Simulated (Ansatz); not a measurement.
**ZnS (F-43m) on a mismatched substrate**

```
CELL_PARAMETERS angstrom
2.69452 2.69452 0.00000
-2.69452 2.69452 0.00000
0.00000 2.69452 2.69452
ATOMIC_POSITIONS crystal
Zn 0.75000 0.25000 0.50000
S 0.00000 0.00000 0.00000
```

This cell was relaxed by PAW under r²SCAN. A film on a (001) substrate is mimicked by stretching x and y by ε∥; the length along z and the atoms then relax by PAW (default files of Ansatz 0.2.0, cutoff 500 eV, stress met within about 0.05 GPa). Stress and levels come from r²SCAN, PAW on Ansatz 0.2.0's default frozen-core files (fitted under PBE), scalar-relativistic; k mesh 8×8×8, fixed occupations, cutoff 500 eV. Conduction levels are in eV over the valence top, at fixed fractional wave vectors.

| ε∥ (%) | ε⊥ (%) | σ∥ (GPa, tension positive) | Γ | X ⊥ z | X ∥ z | L (oblique) | 2nd valence level at Γ | 3rd |
| --- | --- | --- | --- | --- | --- | --- | --- | --- |
| -2.0 | 2.342 | -2.04 | 2.719 | 3.534 | 3.785 | 3.768 | 0.000 | -0.176 |
| -1.0 | ? | ? | ? | ? | ? | ? | ? | ? |
| -0.5 | 0.594 | -0.49 | 2.708 | 3.663 | 3.723 | 3.816 | 0.000 | -0.041 |
| 0.0 | 0.000 | 0.00 | 2.703 | 3.705 | 3.705 | 3.824 | 0.000 | 0.000 |
| 0.5 | -0.593 | 0.47 | 2.658 | 3.709 | 3.650 | 3.788 | -0.039 | -0.039 |
| 1.0 | -1.200 | 0.92 | 2.615 | 3.713 | 3.596 | 3.750 | -0.077 | -0.077 |
| 2.0 | -2.428 | 1.78 | 2.532 | 3.728 | 3.499 | 3.669 | -0.147 | -0.147 |

The last two columns are counted from the highest valence level at Γ.

Q: How does the film contract along z, and how stiff is it in the plane?

A: Quadratic fits through the 6 rows shown have slopes dε⊥/dε∥ = -1.192 and dσ∥/dε∥ = 95.5 GPa at zero strain. Elasticity asks −2C12/C11 = -1.194 and C11 + C12 − 2C12²/C11 = 95.0 GPa, from PAW constants C11 = 107.5, C12 = 64.2 GPa. At the level of the σ∥ column the films keep up to 0.01 GPa along z against the unstrained cell; this and the cubic term, which a quadratic fit over ±2 % leaves out, limit the agreement.

Q: Which shear deformation potential b does the valence splitting give?

A: Without spin-orbit coupling the single level moves against the pair by 3b(ε⊥ − ε∥): -0.0411 eV at ε⊥ − ε∥ = 0.01094 and 0.0391 eV at -0.01093, so b = -1.22 eV.

Q: Fill the row at ε∥ = -1.0 %.

A: The fits give ε⊥ = 1.183 % and σ∥ = -0.99 GPa. Computed: ε⊥ (%) = 1.183, σ∥ (GPa, tension positive) = -0.99, Γ = 2.713, X ⊥ z = 3.620, X ∥ z = 3.743, L (oblique) = 3.804, 2nd valence level at Γ = 0.000, 3rd = -0.084. The levels have a kink at zero strain, where another valence state takes the top, so one parabola doesn't fit them.

Q: What is the slope of the gap under small compression and under small tension?

A: dE_g/dε∥ is -10 meV per % on the compressed side and -90 on the stretched side, so the gap rises under compression and falls under tension. The lowest conduction level stays at Γ.

Caveats: frozen-core PAW files fitted under PBE, their cores solved anew for the functional of the run; semilocal gaps are low, and the spacing of valleys can be off by tenths of an eV; levels are read at fixed fractional k, so an edge that moves off these points is missed.
